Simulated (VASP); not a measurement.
AgCl: single point with PBE

Crystal: AgCl.

```
CELL_PARAMETERS angstrom
3.43397 0.00000 0.00000
0.00000 3.43397 0.00000
0.00000 0.00000 3.43397
ATOMIC_POSITIONS crystal
Ag 0.00000 0.00000 0.00000
Cl 0.50000 0.50000 0.50000
```

Measurements of this composition are mostly on another form, of space group No. 225.

```yaml
Program: VASP 6.6.1
Task: single point
Functional: PBE
Potentials_or_basis: VASP PAW PBE potentials, release 64 (Ag, Cl)
Cutoff: 520 eV
k_mesh: 4 × 4 × 4
Occupations: methfessel-paxton, width 0.0763 eV
Spin: no spin polarisation
```

```
Pressure               : 0.0 GPa
Band gap on the k mesh : 0.56 eV, indirect (least direct gap 2.05 eV)
```

Levels at points of the mesh, in eV from the valence-band top:
```tsv
k point	band 7	band 8	band 9	band 10	band 11	band 12
(0.00, 0.00, 0.00)	-1.49	-1.49	-1.49	0.56	9.43	9.43
(0.50, 0.00, 0.00)	-1.44	0.00	0.00	4.90	5.50	9.42
(0.50, 0.50, 0.00)	-2.08	-1.50	-0.87	2.79	8.92	8.92
(0.50, 0.50, 0.50)	-0.18	-0.18	-0.18	4.79	4.79	4.79
```

It took 4.6 s on 1 thread of AMD EPYC 9R45 96-Core Processor (Zen 5), with other jobs on the host, peak memory 0.12 GiB.

Caveat: the k mesh is coarse (spacing up to 0.46 Å⁻¹), so the values aren't converged. A k mesh can miss the band edges.
